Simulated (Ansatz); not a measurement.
# ZnS with a defect (O on an S site): a single-point run

The task is a single point on ZnS with a defect (O on an S site) that gives the gradients at the nuclei.

The COD entry's cell or inner coordinates are ideal or old and differ from later refinements, so a difference from it is no clean test against experiment.

Method: DFT, PBE, plane-wave PAW, default files, scalar-relativistic, in Ansatz 0.2.0.

### Step 1. The system as given

Symmetry: P3m1, No. 156, trigonal system. The conventional cell has a = 7.624 Å, b = 7.624 Å, c = 18.690 Å, α = 90.00°, β = 90.00°, γ = 120.00°. Around Zn (site symmetry m) lie 4 S at 2.33 to 2.34 Å. Zn (site symmetry 3m) is surrounded by 4 S at 2.33 to 2.34 Å. Zn (site symmetry m) has 3 S at 2.33 to 2.34 Å and 1 O at 2.33 Å as nearest neighbours. Only part of the 24 independent sites is listed.

As a file:

```xyz
48
Lattice="7.6240 0.0000 0.0000 -3.8120 6.6026 0.0000 0.0000 0.0000 18.6900" Properties=species:S:1:pos:R:3 pbc="T T T"
Zn    0.0000    0.0000    0.0000
Zn   -1.9060    3.3013    0.0000
Zn    3.8120    0.0000    0.0000
Zn    1.9060    3.3013    0.0000
Zn    0.0000    0.0000    9.3450
Zn   -1.9060    3.3013    9.3450
Zn    3.8120    0.0000    9.3450
Zn    1.9060    3.3013    9.3450
Zn    0.0000    2.2009    3.1151
Zn   -1.9060    5.5021    3.1151
Zn    3.8120    2.2009    3.1151
Zn    1.9060    5.5021    3.1151
Zn    1.9060    1.1004   12.4601
Zn    0.0000    4.4017   12.4601
Zn    5.7180    1.1004   12.4601
Zn    3.8120    4.4017   12.4601
Zn    1.9060    1.1004    6.2299
Zn    0.0000    4.4017    6.2299
Zn    5.7180    1.1004    6.2299
Zn    3.8120    4.4017    6.2299
Zn    0.0000    2.2009   15.5749
Zn   -1.9060    5.5021   15.5749
Zn    3.8120    2.2009   15.5749
Zn    1.9060    5.5021   15.5749
S     0.0000    0.0000    2.3362
S    -1.9060    3.3013    2.3362
S     3.8120    0.0000    2.3362
S     1.9060    3.3013    2.3362
S     0.0000    0.0000   11.6812
S    -1.9060    3.3013   11.6812
S     3.8120    0.0000   11.6812
S     1.9060    3.3013   11.6812
S     0.0000    2.2009    5.4513
S    -1.9060    5.5021    5.4513
S     3.8120    2.2009    5.4513
S     1.9060    5.5021    5.4513
S     1.9060    1.1004   14.7963
S     0.0000    4.4017   14.7963
S     5.7180    1.1004   14.7963
S     3.8120    4.4017   14.7963
O     1.9060    1.1004    8.5662
S     0.0000    4.4017    8.5662
S     5.7180    1.1004    8.5662
S     3.8120    4.4017    8.5662
S     0.0000    2.2009   17.9112
S    -1.9060    5.5021   17.9112
S     3.8120    2.2009   17.9112
S     1.9060    5.5021   17.9112
```

### Step 2. The calculation

Input file input.yaml:

```yaml
crystal:
  lattice:
    - [7.624, 0.0, 0.0]
    - [-3.812, 6.6025776784, 0.0]
    - [0.0, 0.0, 18.68999]
  atoms:
    - { symbol: Zn, position: [0.0, 0.0, 0.0] }
    - { symbol: Zn, position: [0.0, 0.5, 0.0] }
    - { symbol: Zn, position: [0.5, 0.0, 0.0] }
    - { symbol: Zn, position: [0.5, 0.5, 0.0] }
    - { symbol: Zn, position: [0.0, 0.0, 0.5] }
    - { symbol: Zn, position: [0.0, 0.5, 0.5] }
    - { symbol: Zn, position: [0.5, 0.0, 0.5] }
    - { symbol: Zn, position: [0.5, 0.5, 0.5] }
    - { symbol: Zn, position: [0.1666666666, 0.3333333334, 0.16667] }
    - { symbol: Zn, position: [0.1666666666, 0.8333333334, 0.16667] }
    - { symbol: Zn, position: [0.6666666666, 0.3333333334, 0.16667] }
    - { symbol: Zn, position: [0.6666666666, 0.8333333334, 0.16667] }
    - { symbol: Zn, position: [0.3333333334, 0.1666666666, 0.66667] }
    - { symbol: Zn, position: [0.3333333334, 0.6666666666, 0.66667] }
    - { symbol: Zn, position: [0.8333333334, 0.1666666666, 0.66667] }
    - { symbol: Zn, position: [0.8333333334, 0.6666666666, 0.66667] }
    - { symbol: Zn, position: [0.3333333334, 0.1666666666, 0.33333] }
    - { symbol: Zn, position: [0.3333333334, 0.6666666666, 0.33333] }
    - { symbol: Zn, position: [0.8333333334, 0.1666666666, 0.33333] }
    - { symbol: Zn, position: [0.8333333334, 0.6666666666, 0.33333] }
    - { symbol: Zn, position: [0.1666666666, 0.3333333334, 0.83333] }
    - { symbol: Zn, position: [0.1666666666, 0.8333333334, 0.83333] }
    - { symbol: Zn, position: [0.6666666666, 0.3333333334, 0.83333] }
    - { symbol: Zn, position: [0.6666666666, 0.8333333334, 0.83333] }
    - { symbol: S, position: [0.0, 0.0, 0.125] }
    - { symbol: S, position: [0.0, 0.5, 0.125] }
    - { symbol: S, position: [0.5, 0.0, 0.125] }
    - { symbol: S, position: [0.5, 0.5, 0.125] }
    - { symbol: S, position: [0.0, 0.0, 0.625] }
    - { symbol: S, position: [0.0, 0.5, 0.625] }
    - { symbol: S, position: [0.5, 0.0, 0.625] }
    - { symbol: S, position: [0.5, 0.5, 0.625] }
    - { symbol: S, position: [0.1666666666, 0.3333333334, 0.29167] }
    - { symbol: S, position: [0.1666666666, 0.8333333334, 0.29167] }
    - { symbol: S, position: [0.6666666666, 0.3333333334, 0.29167] }
    - { symbol: S, position: [0.6666666666, 0.8333333334, 0.29167] }
    - { symbol: S, position: [0.3333333334, 0.1666666666, 0.79167] }
    - { symbol: S, position: [0.3333333334, 0.6666666666, 0.79167] }
    - { symbol: S, position: [0.8333333334, 0.1666666666, 0.79167] }
    - { symbol: S, position: [0.8333333334, 0.6666666666, 0.79167] }
    - { symbol: O, position: [0.3333333334, 0.1666666666, 0.45833] }
    - { symbol: S, position: [0.3333333334, 0.6666666666, 0.45833] }
    - { symbol: S, position: [0.8333333334, 0.1666666666, 0.45833] }
    - { symbol: S, position: [0.8333333334, 0.6666666666, 0.45833] }
    - { symbol: S, position: [0.1666666666, 0.3333333334, 0.95833] }
    - { symbol: S, position: [0.1666666666, 0.8333333334, 0.95833] }
    - { symbol: S, position: [0.6666666666, 0.3333333334, 0.95833] }
    - { symbol: S, position: [0.6666666666, 0.8333333334, 0.95833] }
kpoints:
  mp_grid: { grid: [3, 3, 1] }
scf:
  occupations: { method: fixed }
  max_iter: 50
hamiltonian:
  xc: pbe
  pseudopotentials: { kind: paw }
output:
  forces: true
  stress: true
  populations: true
  efg:
    quadrupole_moments_barn: { Zn: 0.122, S: -0.0694, O: -0.02558 }
    contact_densities: true
```

Launch:

```
ansatz run input.yaml --threads 4 --pin off --max-ram 8192MiB --backend cpu --events-out ev --progress --plain --runs-dir out
```

Q: Will this input give a usable result? If not, why, and what should change?

The program finished normally. That alone doesn't make the input a sound one.

Fixed occupations are right only where a gap separates filled from empty bands at every k-point. This system has one (1.93 eV on the mesh), so they are sound here.

The occupations need no remedy; a run with other occupations serves as a check.
